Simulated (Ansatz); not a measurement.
**Si3N4 (P6_3/m): the host for defect calculations**

Aim: the runs on the perfect crystal Si3N4 (P6_3/m) that a defect calculation needs first.

Method: plane-wave PAW DFT, PBEsol; relaxation of the host's cell and atoms; PAW set soft_1, in the first sound run; inputs show where later runs differ, in Ansatz 0.2.0.

### Step 1. The starting structure

Symmetry: P6_3/m, No. 176, hexagonal system. The conventional cell has a = 7.605 Å, b = 7.605 Å, c = 2.905 Å, α = 90.00°, β = 90.00°, γ = 120.00°. Nearest to Si lie 4 N at 1.73 to 1.74 Å. Nearest to N lie 3 Si at 1.73 Å. N has 3 Si at 1.73 to 1.74 Å nearest. Farther neighbours and most contacts between anions are not listed.

As a file:

```xyz
14
Lattice="7.6045 0.0000 0.0000 -3.8023 6.5857 0.0000 0.0000 0.0000 2.9052" Properties=species:S:1:pos:R:3 pbc="T T T"
Si   -1.3794    5.4329    2.1789
Si    2.2099    1.5218    0.7263
Si    4.0154    3.9110    0.7263
Si   -0.2131    2.6747    2.1789
Si    1.5924    5.0639    2.1789
Si    5.1817    1.1528    0.7263
N     0.0000    4.3905    2.1789
N     3.8023    2.1952    0.7263
N     4.8233    4.4115    2.1789
N    -1.4088    6.3828    0.7263
N     2.4298    4.6144    0.7263
N     1.3725    1.9714    2.1789
N    -1.0210    2.1743    0.7263
N     5.2111    0.2029    2.1789
```

### Step 2. Host cell relaxation

Cell and atoms are relaxed together, until forces and stress fall under their thresholds.

cell/input.yaml

```yaml
crystal:
  lattice:
    - [7.6045444, 0.0, 0.0]
    - [-3.8022722, 6.5857287, 0.0]
    - [0.0, 0.0, 2.9051991]
  atoms:
    - { symbol: Si, position: [0.23108243, 0.82494615, 0.75] }
    - { symbol: Si, position: [0.40613628, 0.23108243, 0.25] }
    - { symbol: Si, position: [0.82494615, 0.59386372, 0.25] }
    - { symbol: Si, position: [0.17505385, 0.40613628, 0.75] }
    - { symbol: Si, position: [0.59386372, 0.76891757, 0.75] }
    - { symbol: Si, position: [0.76891757, 0.17505385, 0.25] }
    - { symbol: "N", position: [0.33333333, 0.66666667, 0.75] }
    - { symbol: "N", position: [0.66666667, 0.33333333, 0.25] }
    - { symbol: "N", position: [0.96919449, 0.6698534, 0.75] }
    - { symbol: "N", position: [0.29934109, 0.96919449, 0.25] }
    - { symbol: "N", position: [0.6698534, 0.70065891, 0.25] }
    - { symbol: "N", position: [0.3301466, 0.29934109, 0.75] }
    - { symbol: "N", position: [0.03080551, 0.3301466, 0.25] }
    - { symbol: "N", position: [0.70065891, 0.03080551, 0.75] }
basis:
  ecutwfc: 420
  xc_grid: 2
hamiltonian:
  xc: pbesol
  pseudopotentials: { kind: paw, azcp: { folder: soft_1 }, xc_functional: pbe }
kpoints:
  mp_grid: { grid: [4, 4, 10] }
scf:
  occupations: { method: fixed }
  max_iter: 100
relax:
  f_tol: 0.005
  max_steps: 60
  cell: {}
output:
  forces: true
  stress: true
checkpoint:
  write: "../cell.run"
  compress: false
  write_wavefunctions: false
  write_every: 100000
```

Started as:

```sh
> ansatz run input.yaml --threads 32 --pin off --max-ram 84787MiB --backend cpu --events-out ev --progress --plain --runs-dir out
```

Numbers of over 12 decimals in the logs are rounded to 6 here.

The program printed:

```text
[... repeated set-up lines and file paths are left out, and long positions are rounded to six places ...]
Engine: ansatz 0.2.0, aarch64-unknown-linux-gnu
Pseudopotentials: kind: paw
Pseudopotential: Si, paw, valence charge 4, recommended cutoff 420 eV (normal), soft_1/Si.paw.azcp
Pseudopotential: N, paw, valence charge 5, recommended cutoff 420 eV (normal), soft_1/N.paw.azcp
Functional definition: PBEsol
  exchange = pbesol_x
  correlation = pbesol_c
Crystal: 14 atoms, lattice volume = 145.497 Å³
Basis set: ecut = 420 eV, 2823 PW (Γ), exchange–correlation on 108×108×40 points (8 copies of the dense FFT grid, shifted against one another)
Bands: 46, of which v1, the nominal top of the filled ones, is band 32 counted from 1 (31 counted from 0)
Symmetry: 12 space group operations
Space group: P63/m (ITA 176), of the structure as read, at distance tolerance 5.3e-5 Å
k-points: 24 of 160
Non-local potential: Si, projectors of the file, l = 0: 2, l = 1: 2, l = 2: 1
Non-local potential: N, projectors of the file, l = 0: 2, l = 1: 2, l = 2: 1
PAW form: soft (Blöchl's): semilocal exchange-correlation on the pseudo side does not see the compensation charge
PAW frozen core: Si, regenerated for the run's functional, and the local potential with it (the file was generated under x = pbe(κ = 0.804, μ = 0.219515), c = pbe(β = 0.066725))
PAW frozen core: N, regenerated for the run's functional, and the local potential with it (the file was generated under x = pbe(κ = 0.804, μ = 0.219515), c = pbe(β = 0.066725))
PAW one-centre angular grid: Si, 110 points (default); XC on 64 Gauss nodes
PAW one-centre angular grid: N, 110 points (default); XC on 64 Gauss nodes
Initial density: superposition of atomic densities (chi_scale 0.1, normalization cell, long waves kept (reshape's long-wave potential 0.01 eV rms))
Initial wavefunctions: pseudopotential atomic-orbital guess
Functional: x = pbesol(κ = 0.804, μ = 0.123457), c = pbesol(β = 0.046)
SCF iter   1: F=—  HF=-6784.546925 eV  |Δ(HF+E_count)|=         —  Δρ=1.49e-1  dr2=3.38e1  Hψ=4334
preconditioner: auto → Resta (q_TF=auto, 2.379 Å⁻¹)  ε∞=3.5  [insulator: Δε(μ)=5.926 eV  Ē_g=15.452 eV  n_scr=32 (ndim 8)  ℏωp=24.6 eV  f_vac=0.009  ε∞_Penn≈3.5]
SCF iter   2: F=—  HF=-6774.248699 eV  |Δ(HF+E_count)|=    1.03e1  Δρ=4.86e-2  dr2=1.96e0  Hψ=2940
SCF iter   3: F=—  HF=-6773.875118 eV  |Δ(HF+E_count)|=   3.74e-1  Δρ=2.39e-2  dr2=4.57e-1  Hψ=989
automatic band count: iteration 3 solves 41 bands in place of 46: the levels show a gap, and the empty bands left out lie too high to hold charge; the band table lists the bands solved (type scf.n_extra_bands for more)
[...]
automatic band count: iteration 8 solves 40 bands in place of 41: the levels show a gap, and the empty bands left out lie too high to hold charge; the band table lists the bands solved (type scf.n_extra_bands for more)
[...]
SCF 1 converged in 9 iterations: F = -6773.809906 eV  dr2 = 1.61e-8
  greatest PAW one-centre occupation: 0.791 electrons in one spin orbital (limit 2), on the N atom at site 7 (counted from 0), in its partial waves of l = 0
relax step   1: F+E_penalty+E_count = -6773.80990613 eV  Δ(F+E_penalty+E_count) = +0.000e0 eV  max|allowed force component| = 5.152e-2 eV/Å  Δτ_max = 0.0000 Å  P = +1.943 GPa  Ω = 145.497 Å³  (9 SCF iters, dr2 threshold 1.00e-7 eV, accepted)
[... the SCF cycles and remarks between the steps are left out from here to the last step ...]
relax step   2: F+E_penalty+E_count = -6773.81504320 eV  Δ(F+E_penalty+E_count) = -5.137e-3 eV  max|allowed force component| = 3.926e-2 eV/Å  Δτ_max = 0.0040 Å  P = +0.983 GPa  Ω = 145.998 Å³  energy of the carried Pulay correction = -8.428e-4 eV  (5 SCF iters, dr2 threshold 1.40e-6 eV, accepted)
relax step   3: F+E_penalty+E_count = -6773.81642050 eV  Δ(F+E_penalty+E_count) = -1.377e-3 eV  max|allowed force component| = 1.267e-2 eV/Å  Δτ_max = 0.0048 Å  P = -0.009 GPa  Ω = 146.523 Å³  energy of the carried Pulay correction = -1.723e-3 eV  (5 SCF iters, dr2 threshold 1.40e-6 eV, accepted)
relax step   4: F+E_penalty+E_count = -6773.81645074 eV  Δ(F+E_penalty+E_count) = -3.024e-5 eV  max|allowed force component| = 6.044e-3 eV/Å  Δτ_max = 0.0011 Å  P = -0.006 GPa  Ω = 146.513 Å³  energy of the carried Pulay correction = -1.706e-3 eV  (5 SCF iters, dr2 threshold 1.00e-8 eV, accepted)
relax step   5: F+E_penalty+E_count = -6773.81645746 eV  Δ(F+E_penalty+E_count) = -6.723e-6 eV  max|allowed force component| = 2.486e-3 eV/Å  Δτ_max = 0.0004 Å  P = -0.002 GPa  Ω = 146.514 Å³  energy of the carried Pulay correction = -1.708e-3 eV  (5 SCF iters, dr2 threshold 2.28e-9 eV, accepted)
[...]
iter 1 solved again at ethr=1.01e-7 eV; its pass at ethr=3.10e-3 eV (dr2=6.44e-5 eV) is discarded
SCF iter   1: F=—  HF=-6773.818250 eV  |Δ(HF+E_count)|=         —  Δρ=8.94e-5  dr2=3.89e-7  Hψ=7713
[...]
SCF iter   2: F=—  HF=-6773.818253 eV  |Δ(HF+E_count)|=   2.80e-6  Δρ=4.51e-5  dr2=9.65e-8  Hψ=1674
SCF iter   3: F=—  HF=-6773.818275 eV  |Δ(HF+E_count)|=   2.15e-5  Δρ=6.21e-6  dr2=5.39e-9  Hψ=1686
SCF iter   4: F=-6773.818275 eV  HF=-6773.818275 eV  |Δ(HF+E_count)|=   3.58e-7  Δρ=3.74e-7  dr2=1.28e-10  Hψ=4757
SCF 6 converged in 4 iterations: F = -6773.818275 eV  dr2 = 1.28e-10
relax step   6: F+E_penalty+E_count = -6773.81827504 eV  Δ(F+E_penalty+E_count) = -1.818e-3 eV  max|allowed force component| = 2.468e-3 eV/Å  Δτ_max = 0.0000 Å  P = +0.020 GPa  Ω = 146.514 Å³  stress off target by 2.33e-2 GPa  SCF on the basis re-selected at this cell (its energy is not comparable with the rows above)  (4 SCF iters)
basis re-selected at this cell: Δ(F+E_penalty+E_count) = -1.818e-3 eV, ΔP = +0.022 GPa vs the last step (what re-selecting the basis moved, of the pressure what is left beyond the Pulay correction that the steps carried, after the strain that the cell walked [...]
SCF converged after 4 iterations
Free energy (F): -6773.818275 eV
Harris-Foulkes:  -6773.818275 eV  (|F-HF|=4.19e-10)
Internal energy: -6773.818275 eV  (E = F + TS)
E sigma→0 (E₀):  -6773.818275 eV
Fermi energy:    8.111577 eV
--- Per-component energies (eV) ---
  E_band       = 53.390408
  E_kinetic    = 1327.887631
  E_local      = -2027.523542  (includes V_loc(G=0)·N_el)
  E_nonlocal   = 407.838460
  E_hartree    = 713.139855
  E_xc         = -819.336420
  E_vxc        = -903.532911  (∫ρ·V_xc dr)
  E_paw        = -3977.230278  (= ΣΔE_a)
  E_vpaw       = -177.566208  (= ΣTr[D̂ρ^β])
  E_aug_tail   = 0.007170  (compensation charges beyond the density's cutoff)
  E_ewald      = -2399.015307
  E_core_change = 0.414155  (= ΣΔE_core)
  E_smearing   = -0.000000  (= −TS)
  E_closure    = 0.000000  (closes the sum)
  Σ components = -6773.818275   (vs F -6773.818275, Δ=0.00e0)
--- Forces (eV/Å), atoms counted from 1 ---
  atom   1  Si    -0.00209873     0.00130044     0.00000000
  atom   2  Si    -0.00217558    -0.00116734     0.00000000
  atom   3  Si     0.00007685     0.00246778     0.00000000
  atom   4  Si    -0.00007685    -0.00246778     0.00000000
  atom   5  Si     0.00217558     0.00116734     0.00000000
  atom   6  Si     0.00209873    -0.00130044     0.00000000
  [... 8 more lines of this table ...]
  max |Σ_I F_I| component: 3.72e-18 eV/Å
--- Stress (GPa, compression-positive) ---
        0.018574       0.000001       0.000000
       -0.000001       0.018574       0.000000
        0.000000       0.000000       0.023272
  P = ⅓ Tr σ = 0.0201 GPa (0.201 kbar)
--- Relaxed structure (5 steps of the walk, 5 accepted, 1 SCFs on fresh bases) ---
  F+E_penalty+E_count = -6773.81827504 eV   max|allowed force component| = 2.468e-3 eV/Å   (the final SCF, on the basis selected at the relaxed cell)
  cell:  # Å, volume = 146.5142 Å³
    - [7.624457, -3.52796507421537e-19, 0.0]
    - [-3.812229, 6.602974, 0.0]
    - [0.0, 0.0, 2.910256]
  atoms:
    - { symbol: Si, position: [0.232445, 0.826056, 0.750000] }
    - { symbol: Si, position: [0.406390, 0.232445, 0.250000] }
    - { symbol: Si, position: [0.826056, 0.593610, 0.250000] }
    - { symbol: Si, position: [0.173944, 0.406390, 0.750000] }
    - { symbol: Si, position: [0.593610, 0.767555, 0.750000] }
    - { symbol: Si, position: [0.767555, 0.173944, 0.250000] }
  [... 8 more lines of this table ...]
```

The job ended after 4.5 s (32 threads of Arm Neoverse V2, shared host; peak memory 0.72 GiB; 61 s of CPU time).

Relaxation path:

| step | energy less that of the first step (eV) | largest force component (eV/Å) | pressure (GPa) | volume (Å³) |
| --- | --- | --- | --- | --- |
| 1 | 0.0000 | 0.0515 | 1.94 | 145.50 |
| 2 | -0.0051 | 0.0393 | 0.98 | 146.00 |
| 3 | -0.0065 | 0.0127 | -0.01 | 146.52 |
| 4 | -0.0065 | 0.0060 | -0.01 | 146.51 |
| 5 | -0.0066 | 0.0025 | 0.00 | 146.51 |
| 6* | -0.0084 | 0.0025 | 0.02 | 146.51 |

Relaxation steps marked * repeat the geometry before them on a plane-wave basis chosen anew for their cell, so energy and pressure can jump there.

The run keeps the 12 symmetry operations that it works with, so distortions that break them were not tested.

| conventional cell, symmetrised | before | after | change |
| --- | --- | --- | --- |
| a (Å) | 7.605 | 7.624 | +0.3 % |
| b (Å) | 7.605 | 7.624 | +0.3 % |
| c (Å) | 2.905 | 2.910 | +0.2 % |
| volume (Å³/atom) | 10.39 | 10.47 | +0.7 % |

The relaxed structure:

```xyz
14
Lattice="7.6245 0.0000 0.0000 -3.8122 6.6030 0.0000 0.0000 0.0000 2.9103" Properties=species:S:1:pos:R:3 pbc="T T T"
Si   -1.3768    5.4545    2.1827
Si    2.2124    1.5349    0.7276
Si    4.0353    3.9196    0.7276
Si   -0.2231    2.6834    2.1827
Si    1.5999    5.0681    2.1827
Si    5.1891    1.1485    0.7276
N     0.0000    4.4020    2.1827
N     3.8123    2.2010    0.7276
N     4.8445    4.4239    2.1827
N    -1.4090    6.4074    0.7276
N     2.4412    4.6195    0.7276
N     1.3710    1.9835    2.1827
N    -1.0322    2.1790    0.7276
N     5.2212    0.1956    2.1827
```

Numbers from this step:

| Item | Value |
| --- | --- |
| pressure | 0.02014 GPa |

The relaxation ends with a largest force component of 0.0025 eV/Å and a pressure of 0.02 GPa.

### Step 3. Dielectric tensors of the host

The response to a uniform electric field gives the electronic dielectric tensor.

This step: plane-wave PAW DFPT, PBEsol; dielectric tensors, Born charges and zone-centre modes of the host; PAW set soft_1 (Ansatz 0.2.0).

eps/input.yaml

```yaml
crystal:
  lattice:
    - [7.6244572493, 0.0, 0.0]
    - [-3.8122286246, 6.6029736679, 0.0]
    - [0.0, 0.0, 2.9102557787]
  atoms:
    - { symbol: Si, position: [0.2324454812, 0.8260559097, 0.75] }
    - { symbol: Si, position: [0.4063895715, 0.2324454812, 0.25] }
    - { symbol: Si, position: [0.8260559097, 0.5936104285, 0.25] }
    - { symbol: Si, position: [0.1739440903, 0.4063895715, 0.75] }
    - { symbol: Si, position: [0.5936104285, 0.7675545188, 0.75] }
    - { symbol: Si, position: [0.7675545188, 0.1739440903, 0.25] }
    - { symbol: "N", position: [0.3333333333, 0.6666666667, 0.75] }
    - { symbol: "N", position: [0.6666666667, 0.3333333333, 0.25] }
    - { symbol: "N", position: [0.970384115, 0.6699911714, 0.75] }
    - { symbol: "N", position: [0.3003929436, 0.970384115, 0.25] }
    - { symbol: "N", position: [0.6699911714, 0.6996070564, 0.25] }
    - { symbol: "N", position: [0.3300088286, 0.3003929436, 0.75] }
    - { symbol: "N", position: [0.029615885, 0.3300088286, 0.25] }
    - { symbol: "N", position: [0.6996070564, 0.029615885, 0.75] }
basis:
  ecutwfc: 420
hamiltonian:
  xc: pbesol
  pseudopotentials: { kind: paw, azcp: { folder: soft_1 }, xc_functional: pbe }
kpoints:
  mp_grid: { grid: [4, 4, 8] }
scf:
  occupations: { method: fixed }
  max_iter: 100
phonons:
  method: dfpt
  dielectric: true
  rigid_motions: translations
```

The program printed:

```text
[...]
Crystal: 14 atoms, lattice volume = 146.514 Å³
Basis set: ecut = 420 eV, 2859 PW (Γ), exchange–correlation on 108×108×40 points (8 copies of the dense FFT grid, shifted against one another)
Bands: 46, of which v1, the nominal top of the filled ones, is band 32 counted from 1 (31 counted from 0)
Symmetry: 12 space group operations
k-points: 68 of 128 (irreducible under 1 space group operation, time reversal used)
[...]
SCF iter   1: F=—  HF=-6784.394452 eV  |Δ(HF+E_count)|=         —  Δρ=1.48e-1  dr2=3.34e1  Hψ=12264
[...]
SCF iter   2: F=—  HF=-6774.240462 eV  |Δ(HF+E_count)|=    1.02e1  Δρ=4.83e-2  dr2=1.94e0  Hψ=8459
[...]
SCF iter  11: F=-6773.818103 eV  HF=-6773.818103 eV  |Δ(HF+E_count)|=  1.16e-10  Δρ=6.62e-8  dr2=5.90e-12  Hψ=25486
SCF 1 converged in 11 iterations: F = -6773.818103 eV  dr2 = 5.90e-12
[...]
NSCF: frozen V_eff on 2 k-points
DFPT response loops at Γ: preconditioner auto → Resta (q_TF=auto, 2.377 Å⁻¹)  ε∞=3.8 (no band partly filled); β = 1.00, the filter's whole step (`scf.mixing.beta` (0.50) is not read by the response loops at its default; [...]
── the response to a field inside a basis, on 4×4×8 k-points: an SCF that follows is theirs, and a resumed run solves both again ──
Bands: 33, of which v1, the nominal top of the filled ones, is band 32 counted from 1 (31 counted from 0)
k-points: 32 of 128 (irreducible under 4 space group operations)
[...]
Eigensolver: Dense (32 Hₖ)
SCF iter   1: F=—  HF=-6773.499627 eV  |Δ(HF+E_count)|=         —  Δρ=5.37e-4  dr2=1.39e-4
[...]
SCF iter   5: F=-6773.499706 eV  HF=-6773.499706 eV  |Δ(HF+E_count)|=   1.75e-7  Δρ=5.36e-6  dr2=5.44e-8
SCF 1 converged in 5 iterations: F = -6773.499706 eV  dr2 = 5.44e-8
[...]
SCF converged after 11 iterations
[...]
0.06361   -3.17089    0.00000
         0.00000    0.00000   -2.82948
  Z* charge neutrality: 2.087e-2 e pre-enforcement
  solved inside a basis spanned on kpoints, on 4×4×8 k-points, its susceptibility summed on 6×6×12: ε∞ is read to err by 2.7e-2, Z* by 2.0e-2 e (field_mesh: kpoints solves on kpoints); Z* is corrected for what the basis lacks
  optical modes at Γ without the LO–TO term, one row a degenerate level:
      ω (cm⁻¹)  modes    IR ((D/Å)²/amu)
        174.04      2             0.0000
        195.03      1             0.0000
        216.43      2             0.0000
        234.72      1             0.0000
        258.48      1             0.0000
        292.82      2             0.0000
        348.08      1             8.7184
        386.54      1             0.0000
        406.14      2            27.9731
        428.63      2             0.0000
        441.85      1             0.0000
        540.01      1             0.0000
        548.86      2            19.1115
        601.08      2             0.0000
        638.74      1             0.0000
        708.00      1             0.0000
        841.10      1           137.3353
        850.83      2             0.0000
        854.56      2             0.0000
        868.54      1             0.0000
        879.18      2           236.2022
        911.03      2             0.0000
        921.56      1             0.0000
       1009.88      2            10.1174
       1020.93      2             0.0000
       1040.60      1             0.0000
  optical modes at Γ + LO–TO along q̂ = [1.0000, 0.0000, 0.0000]:
      ω (cm⁻¹)  modes    IR ((D/Å)²/amu)
        174.04      2             0.0000
        195.03      1             0.0000
        216.43      2             0.0000
        234.72      1             0.0000
        258.48      1             0.0000
        292.82      2             0.0000
        348.08      1             8.7184
        386.54      1             0.0000
        406.14      1            13.9865
        428.63      2             0.0000
        434.43      1             3.3665
        441.85      1             0.0000
[...]
optical modes at Γ + LO–TO along q̂ = [0.0000, 1.0000, 0.0000]:
      ω (cm⁻¹)  modes    IR ((D/Å)²/amu)
[...]
optical modes at Γ + LO–TO along q̂ = [0.0000, 0.0000, 1.0000]:
      ω (cm⁻¹)  modes    IR ((D/Å)²/amu)
[...]
638.74      1             0.0000
        708.00      1             0.0000
        850.83      2             0.0000
        854.56      2             0.0000
        868.54      1             0.0000
        879.18      2           236.2022
        911.03      2             0.0000
        921.56      1             0.0000
       1009.88      2            10.1174
       1020.93      2             0.0000
       1040.60      1             0.0000
       1085.23      1           143.4026
```

The job ended after 44 s (32 threads; peak memory 2.2 GiB).

Electronic dielectric tensor:

```
4.29 0.00 0.00
0.00 4.29 0.00
0.00 0.00 4.37
```

Static dielectric tensor:

```
8.29 0.00 0.00
0.00 8.29 0.00
0.00 0.00 8.24
```

The principal values of the electronic dielectric tensor are 4.29, 4.29 and 4.37. The principal values of the static dielectric tensor are 8.24, 8.29 and 8.29.

(Continued in part 2 of 3.)

[Logs are printed without paths, hosts, clocks, repeated set-up lines and the standing remarks that a program may print on its own settings, such as how far it seeks lower states.]

[Hosts, paths, dates, database ids (printed as entryN), source tags and the programs' standing remarks are cut or masked in the printed files.]

[Runs of the host that timed out are not shown.]

[For some hosts the program warned that the k-mesh of the response run may be too coarse for force constants and the static dielectric constant; such warnings are not always shown.]
